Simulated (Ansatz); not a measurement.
Runs of Ansatz 0.2.0 on Cs. The structure is cubic, space group Im-3m (No. 229). Conventional cell: a = 6.257 Å, b = 6.257 Å, c = 6.257 Å, α = 90.00°, β = 90.00°, γ = 90.00°. 

| task | level | spin | cutoff (eV) | q mesh | points for each segment of the path | gap on the mesh (eV) | V0 of scaled cells (Å³/atom) | B0 (GPa) |
| --- | --- | --- | --- | --- | --- | --- | --- | --- |
| equation of state | r2SCAN | off | 500 | - | - | - | (a) | 2 |
| phonons | PBEsol | off | 420 | 2 × 2 × 2 | 8 | none | - | - |
| band structure | PBEsol | SOC, no magnetisation | 420 | - | 14 | none | - | - |
| equation of state | PBE | off | 420 | - | - | - | 117.43 | 2 |

Alike in all rows: potentials or basis Ansatz PAW; cell as given; k mesh 6 × 6 × 6; smearing fermi-dirac 0.05 eV.

Estimate the missing entries.

(a) 124.04.

Caveats: the PAW data sets come from PBE, with cores solved anew for the run's functional, which leaves a small shift of forces and pressure (some runs); the PAW data sets were made with another functional, which shifts forces and pressure a little (some runs).

A k mesh can miss the band edges, and rows without SOC leave out spin-orbit coupling on Cs.

A gap of «none» marks a metal or a gap under the smearing width.
